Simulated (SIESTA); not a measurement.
A run of SIESTA 5.4.2 is set up as follows.

The input Cu2O.fdf:

```
SystemName                      Cuprite
SystemLabel                     Cu2O
NumberOfSpecies                 2
NumberOfAtoms                   6
%block ChemicalSpeciesLabel
  1  29 Cu
  2   8 O
%endblock ChemicalSpeciesLabel

LatticeConstant                 1.0 Ang
%block LatticeVectors
     4.2600000000     0.0000000000     0.0000000000
     0.0000000000     4.2600000000     0.0000000000
     0.0000000000     0.0000000000     4.2600000000
%endblock LatticeVectors
AtomicCoordinatesFormat         Fractional
%block AtomicCoordinatesAndAtomicSpecies
     0.7500000000     0.2500000000     0.7500000000  1  Cu
     0.7500000000     0.7500000000     0.2500000000  1  Cu
     0.2500000000     0.7500000000     0.7500000000  1  Cu
     0.2500000000     0.2500000000     0.2500000000  1  Cu
     0.5000000000     0.5000000000     0.5000000000  2  O
     0.0000000000     0.0000000000     0.0000000000  2  O
%endblock AtomicCoordinatesAndAtomicSpecies

%block kgrid.MonkhorstPack
    6   0   0  0.0
    0   6   0  0.0
    0   0   6  0.0
%endblock kgrid.MonkhorstPack
XC.Functional                   GGA
XC.Authors                      PBE
PAO.BasisSize                   TZP
PAO.EnergyShift                 0.003 Ry
Mesh.Cutoff                     800 Ry
OccupationFunction              FD
ElectronicTemperature           0.05 eV
MaxSCFIterations                120
SCF.MustConverge                false
SCF.Mixer.Method                Pulay
SCF.Mixer.Weight                0.25
SCF.Mixer.History               8
SCF.DM.Tolerance                5.0e-05
SCF.H.Tolerance                 1.0e-03 eV
WriteForces                     true
Charge.Mulliken                 end
BandLinesScale                  ReciprocalLatticeVectors
%block BandLines
    1    0.000000   0.000000   0.000000  \Gamma
   11    0.000000   0.500000   0.000000  X
   11    0.500000   0.500000   0.000000  M
   15    0.000000   0.000000   0.000000  \Gamma
   18    0.500000   0.500000   0.500000  R
   15    0.000000   0.500000   0.000000  X
    1    0.500000   0.500000   0.000000  M
   11    0.500000   0.500000   0.500000  R
%endblock BandLines
%block PAO.Basis
  Cu 5
  n=3 0 2
    2.369 0.000
  n=4 0 3
    7.268 0.000 0.000
  n=3 1 2
    2.657 0.000
  n=4 1 1
    7.268
  n=3 2 3
    4.927 0.000 0.000
%endblock PAO.Basis
```

Potentials or basis: PseudoDojo 0.4 standard (PBE files), TZP (energy shift 0.003 Ry; two zetas on semicore shells).

Run with:

```sh
$ siesta Cu2O.fdf > Cu2O.out 2>&1
```

Problem. Estimate the band gap along the path.

Solution. 0.51 eV, direct.

Problem. Estimate the band gap on the k mesh.

Solution. 0.51 eV, direct.

Problem. Estimate the pressure.

Solution. 3.6 GPa.

Levels at the corners of the path, in eV from the valence-band top:
| point | band 42 | band 43 | band 44 | band 45 | band 46 | band 47 |
| --- | --- | --- | --- | --- | --- | --- |
| Γ | 0.00 | 0.00 | 0.00 | 0.51 | 1.25 | 1.25 |
| X | -1.20 | -0.40 | -0.40 | 2.30 | 2.30 | 4.33 |
| M | -1.21 | -0.66 | -0.66 | 1.99 | 1.99 | 3.92 |
| Γ | 0.00 | 0.00 | 0.00 | 0.51 | 1.25 | 1.25 |
| R | -0.55 | -0.55 | -0.55 | 2.53 | 2.53 | 2.53 |
| X | -1.20 | -0.40 | -0.40 | 2.30 | 2.30 | 4.33 |
| M | -1.21 | -0.66 | -0.66 | 1.99 | 1.99 | 3.92 |
| R | -0.55 | -0.55 | -0.55 | 2.53 | 2.53 | 2.53 |

Caveat: short orbitals over semicore shells can move pressures by several GPa; the basis of atomic orbitals isn't converged, which shifts pressures, moduli and gaps.

**What was measured.**

“Importance of surface oxygen vacancies for ultrafast hot carrier relaxation and transport in Cu2O”, 2021, arxiv:2103.03167 quotes, for a bulk crystal of Cu2O: band gap 2.17 eV (direct).

Against the measured gap of Cu2O, 2.17 eV (direct; quoted in “Importance of surface oxygen vacancies for ultrafast hot carrier relaxation and transport in Cu2O”, 2021, arxiv:2103.03167), the calculated 0.51 eV is off by -1.66 eV. So large a miss can be the level of theory's own, or it may mean another phase, state or a wrong row. The value is that of PBE in an atomic basis (PseudoDojo 0.4 standard (PBE files), TZP (energy shift 0.003 Ry; two zetas on semicore shells)), whose error adds to the functional's,, without temperature or zero-point motion. Semilocal functionals fall short of measured gaps as a rule.
